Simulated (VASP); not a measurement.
# Pd under changes of volume

One of the cells (15.858 Å³/atom); the others are scaled copies at fixed shape and fractional positions:

```xyz
1
Lattice="-1.5827 1.5827 1.5827 1.5827 -1.5827 1.5827 1.5827 1.5827 -1.5827" Properties=species:S:1:pos:R:3 pbc="T T T"
Pd    0.0000    0.0000    0.0000
```

This isn't the form of Pd at room conditions, which is fcc.

```yaml
Program: VASP 6.6.1
Functional: PBEsol
Potentials_or_basis: VASP PAW PBE potentials, release 64 (Pd)
Cutoff: 520 eV
k_mesh: 12 × 12 × 12
Occupations: fermi-dirac, width 0.05 eV
Spin: no spin polarisation
```

| volume (Å³/atom) | energy over the lowest point (meV/atom) | pressure (GPa) |
| --- | --- | --- |
| 14.614 | 0.00 | 0.2 |
| 14.925 | ? | ? |
| 15.236 | 14.23 | -7.2 |
| 15.858 | 53.87 | -12.9 |
| 16.169 | 81.20 | -15.2 |
| 16.480 | 112.64 | -17.1 |

Problem. What does the run at 14.925 Å³/atom give?

Solution. Energy over the lowest point 3.49 meV/atom; pressure -3.8 GPa.

Worked out: A Birch-Murnaghan fit of order 3 (a polynomial in V^(-2/3)) to the other rows has its minimum at 14.63 Å³/atom with B0 = V·E''(V) = 201 GPa and B' = 5.5. It gives 3.48 meV/atom at 14.925 Å³/atom, against the run's 3.49, and -dE/dV = -3.8 GPa, against -3.8.

Energies are extrapolated to zero smearing.

Caveats: the PAW data sets were made with another functional, which shifts forces and pressure a little.
